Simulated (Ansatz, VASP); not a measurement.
# One calculation of Na, two programs

```
Na
1.0
     3.47474    0.00000    0.00000
     0.00000    3.47474    0.00000
     0.00000    0.00000    3.25579
Na
1
Direct
  0.50000 0.50000 0.00000
```

Alike in both runs: functional PBE; k mesh 6 × 6 × 4; occupations gaussian, width 0.1 eV; no spin polarisation.

Ansatz relaxed the structure, and its values are those at the end. VASP's run is a single point on that final structure, the one shown.

```csv
,VASP,Ansatz
version,VASP 6.6.1,Ansatz 0.2.0
potentials or method,"VASP PAW PBE potentials, release 64 (Na_pv)","scalar-relativistic, plane waves, PAW"
plane-wave cutoff (eV),520,420
valence electrons in the cell,7,9
```

```tsv
	VASP	Ansatz	Ansatz less VASP
gap on the k mesh at the Fermi level (eV)	none	none	-
pressure (GPa)	0.0	0.0	+0.01
```

A gap of «none» marks a metal or a gap that the smearing closes. The functional is the same, so the differences come from potentials, cutoffs and numerics. The two sets of potentials don't hold the same shells in valence.

Caveats: the k mesh is coarse (spacing up to 0.48 Å⁻¹), so the values aren't converged.
